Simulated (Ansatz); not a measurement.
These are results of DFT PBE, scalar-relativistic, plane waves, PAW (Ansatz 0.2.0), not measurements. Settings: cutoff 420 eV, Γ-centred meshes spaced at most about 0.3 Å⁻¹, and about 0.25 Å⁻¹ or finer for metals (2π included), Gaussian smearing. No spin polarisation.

These are static total energies at zero pressure.

Question: Which of these relaxed structures of Zn4Se is the lowest in energy?
A.

```cif
data_structure
_symmetry_space_group_name_H-M 'P-43m'
_symmetry_Int_Tables_number 215
_cell_length_a 4.6307
_cell_length_b 4.6307
_cell_length_c 4.6307
_cell_angle_alpha 90.000
_cell_angle_beta 90.000
_cell_angle_gamma 90.000
_cell_volume 99.30
loop_
_atom_site_label
_atom_site_type_symbol
_atom_site_symmetry_multiplicity
_atom_site_Wyckoff_symbol
_atom_site_fract_x
_atom_site_fract_y
_atom_site_fract_z
_atom_site_occupancy
Zn1 Zn 4 e 0.30316 0.30316 0.30316 1
Se1 Se 1 a 0.00000 0.00000 0.00000 1
```

B.

```cif
data_structure
_symmetry_space_group_name_H-M 'Im-3m'
_symmetry_Int_Tables_number 229
_cell_length_a 6.0352
_cell_length_b 6.0352
_cell_length_c 6.0352
_cell_angle_alpha 90.000
_cell_angle_beta 90.000
_cell_angle_gamma 90.000
_cell_volume 219.83
loop_
_atom_site_label
_atom_site_type_symbol
_atom_site_symmetry_multiplicity
_atom_site_Wyckoff_symbol
_atom_site_fract_x
_atom_site_fract_y
_atom_site_fract_z
_atom_site_occupancy
Zn1 Zn 8 c 0.25000 0.25000 0.75000 1
Se1 Se 2 a 0.00000 0.00000 0.00000 1
```

C.

```cif
data_structure
_symmetry_space_group_name_H-M 'I4/mmm'
_symmetry_Int_Tables_number 139
_cell_length_a 5.1899
_cell_length_b 5.1899
_cell_length_c 7.7409
_cell_angle_alpha 90.000
_cell_angle_beta 90.000
_cell_angle_gamma 90.000
_cell_volume 208.50
loop_
_atom_site_label
_atom_site_type_symbol
_atom_site_symmetry_multiplicity
_atom_site_Wyckoff_symbol
_atom_site_fract_x
_atom_site_fract_y
_atom_site_fract_z
_atom_site_occupancy
Zn1 Zn 4 e 0.00000 0.00000 0.33490 1
Zn2 Zn 4 c 0.00000 0.50000 0.00000 1
Se1 Se 2 a 0.00000 0.00000 0.00000 1
```

D.

```cif
data_structure
_symmetry_space_group_name_H-M 'F-43m'
_symmetry_Int_Tables_number 216
_cell_length_a 9.3936
_cell_length_b 9.3936
_cell_length_c 9.3936
_cell_angle_alpha 90.000
_cell_angle_beta 90.000
_cell_angle_gamma 90.000
_cell_volume 828.90
loop_
_atom_site_label
_atom_site_type_symbol
_atom_site_symmetry_multiplicity
_atom_site_Wyckoff_symbol
_atom_site_fract_x
_atom_site_fract_y
_atom_site_fract_z
_atom_site_occupancy
Zn1 Zn 16 e 0.15344 0.34656 0.34656 1
Se1 Se 4 a 0.00000 0.00000 0.00000 1
```

Answer: A. The next of these, C, lies 166 meV/atom higher. Forms: A P-43m; C I4/mmm; B Im-3m; D F-43m. Counting Zn atoms around Se (those within 1.25 times the shortest such distance or 1.15 times the sum of covalent radii): A has Se 4; C has Se 6; B has Se 8; D has Se 4. All come from invented guesses. Even the lowest of the cells shown lies +0.08 eV/atom against the elements.

The k mesh leaves some 4 meV/atom of noise in the energy of each metallic cell. Cells relaxed within their symmetry can be saddle points. Some structure types and database cells were kept out of the candidates from the start, so a known form may be missing.
